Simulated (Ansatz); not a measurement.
# NaF: phonons across the zone

Theory: Ansatz, DFT PBE, scalar-relativistic, plane waves, PAW. Cutoff 420 eV, 12×12×4 k-points (Γ-centred), fixed occupations. No spin polarisation. Phonons by linear response, acoustic sum rule imposed.

Equilibrium structure at this level:
```
CELL_PARAMETERS angstrom
3.25400 0.00000 0.00000
-1.62700 2.81805 0.00000
0.00000 0.00000 5.69451
ATOMIC_POSITIONS crystal
Na 0.00000 0.00000 0.00000
Na 0.00000 0.00000 0.50000
F 0.33333 0.66667 0.25000
F 0.66667 0.33333 0.75000
```

The structure comes from a generated guess, relaxed at this level; another structure or a mixture of phases may lie lower. The q mesh is coarse, so values between its points are rough.

Force constants from linear response on a 3×3×1 q mesh.

Path: Γ–M–K–Γ–A–L–H–A | L–M | H–K. Only the points of the 3×3×1 mesh were computed; the rest is interpolation, which is rough on so few points. On the mesh no mode is imaginary. Distance along the path (Å⁻¹), then the branches (cm⁻¹, negative for imaginary; the LO field is included):
```
0.000  0 0 0 125 125 173 173 214 227 297 318 382
0.279  40 45 81 128 143 175 191 216 224 288 308 377
0.557  80 85 136 157 177 179 215 221 225 268 285 360
0.836  114 115 144 182 197 207 219 226 246 249 270 332
1.115  126 134 147 184 196 204 228 237 240 257 291 300
1.276  134 137 150 187 197 202 230 237 239 257 288 296
1.437  137 158 166 196 197 201 234 235 236 256 282 284
1.597  140 168 188 200 205 208 226 236 240 252 270 272
1.758  142 178 178 208 217 217 229 229 244 244 263 265
2.080  127 162 173 194 205 210 220 222 234 248 268 308
2.402  90 113 144 169 183 195 207 212 239 260 279 350
2.724  47 54 92 130 148 178 192 218 223 286 305 375
3.046  0 0 0 125 125 173 173 214 227 297 318 382
3.115  10 10 23 124 124 174 174 214 214 291 323 393
3.253  30 30 70 116 116 180 180 212 212 265 340 390
3.390  50 50 102 102 115 188 188 208 208 233 356 386
3.529  68 68 86 86 158 196 196 197 203 203 369 379
3.737  80 80 86 86 178 178 200 200 206 206 370 370
4.016  96 96 128 128 182 182 203 203 232 232 341 341
4.294  116 116 162 162 206 206 207 207 241 241 310 310
4.573  129 129 180 180 210 210 227 227 240 240 290 290
4.793  133 133 184 184 211 211 224 224 245 245 286 286
4.954  148 148 185 185 212 212 226 226 241 241 280 280
5.114  172 172 189 189 209 209 229 229 237 237 270 270
5.275  189 189 200 200 205 205 218 218 244 244 258 258
5.517  185 185 192 192 206 206 221 221 242 242 264 264
5.839  148 148 165 165 202 202 218 218 241 241 296 296
6.160  107 107 134 134 184 184 205 205 236 236 333 333
6.482  81 81 88 88 178 178 200 200 207 207 368 368
6.643  131 131 184 184 210 210 224 224 246 246 287 287
6.781  128 135 172 188 202 216 218 235 240 250 288 289
6.919  126 140 155 190 194 210 223 238 244 249 290 292
7.057  126 140 144 187 194 206 226 239 240 255 291 298
7.195  126 134 147 184 196 204 228 237 240 257 291 300
7.264  191 191 194 208 208 209 214 214 246 249 255 255
7.402  174 187 187 208 208 213 221 221 251 252 252 255
7.540  155 182 182 211 212 212 226 226 248 248 259 260
7.678  144 178 178 209 216 216 229 229 245 245 263 264
```
